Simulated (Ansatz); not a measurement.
# FeCo3: how the energy converges with the cutoff

FeCo3, Pm-3m, a = 3.536 Å. The structure is a Materials Project entry; whether it is the stable form wasn't checked. Ansatz: PBEsol, PAW, cutoff varied, Γ-centred 12×12×12 mesh on 4 atoms, Gaussian smearing 0.10 eV; collinear spin, largest moment 2.6 μB. Single points at one geometry, the cutoff alone changed; ΔE is the energy at zero smearing over the run at 850 eV (runs within 0.3 meV/atom of it are left out). The run at 150 eV ended in another magnetic state and is left out. The runs up to 380 eV lie under the cutoff recommended for these PAW datasets.

```tsv
cutoff (eV)	ΔE (meV/atom)
200	20614.88
250	4000.96
300	527.23
350	49.77
380	11.08
420	3.52
460	2.38
520	1.20
600	?
```

Assume ΔE falls exponentially with the cutoff, fit y = ln ΔE against x, the cutoff in eV, to the other rows, and predict the missing value.

y = 9.934, 8.294, 6.268, 3.907, 2.405, 1.258, 0.867, 0.182. Means x = 360.0, y = 4.1394; Σ(Δx)² = 81000, ΣΔxΔy = -2678; the slope is their ratio. y = 16.04 − 0.03306 x, a factor of ten per 70 eV. At 600 eV this gives ΔE = 0.02 meV/atom. The run gave 0.68, a ratio of 0.03. Between neighbouring rows the decay runs from a factor of ten per 46 eV to one per 324 eV, so one exponential is only a rough guide. The fast fall gives way to a slow tail, so a fit to low cutoffs promises convergence too early.